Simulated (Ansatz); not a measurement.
AlSb:
```xyz
2
Lattice="0.0000 3.1126 3.1126 3.1126 0.0000 3.1126 3.1126 3.1126 0.0000" Properties=species:S:1:pos:R:3 pbc="T T T"
Sb     4.6689     4.6689     4.6689
Al     0.0000     0.0000     0.0000
```

Cartesian axes are those of the cell as given.

Problem. Give the proper piezoelectric stress tensor with relaxed ions from DFT-PBE in the program Ansatz with PAW potentials.

Solution. In C/m², rows x, y, z, Voigt columns; mesh uncertainty up to 0.00.
```
0.00  0.00  0.00  0.14  0.00  0.00
0.00  0.00  0.00  0.00  0.14  0.00
0.00  0.00  0.00  0.00  0.00  0.14
```

The elastic tensor of the same run (GPa):

```
76.7  35.7  35.7   0.0   0.0   0.0
35.7  76.7  35.7   0.0   0.0   0.0
35.7  35.7  76.7   0.0   0.0   0.0
 0.0   0.0   0.0  36.7   0.0   0.0
 0.0   0.0   0.0   0.0  36.7   0.0
 0.0   0.0   0.0   0.0   0.0  36.7
```

Problem. Convert to strain constants d = e·S.

Solution. In pC/N:
```
0.0  0.0  0.0  3.9  0.0  0.0
0.0  0.0  0.0  0.0  3.9  0.0
0.0  0.0  0.0  0.0  0.0  3.9
```

Space group F-43m (zinc blende). The cell was relaxed with PBE under the symmetry of its start; of distortions, only those at the zone centre were tested. Scalar-relativistic: spin–orbit coupling is off unless named, which matters more the heavier the elements.

Potentials: the later of the program's two PAW sets.
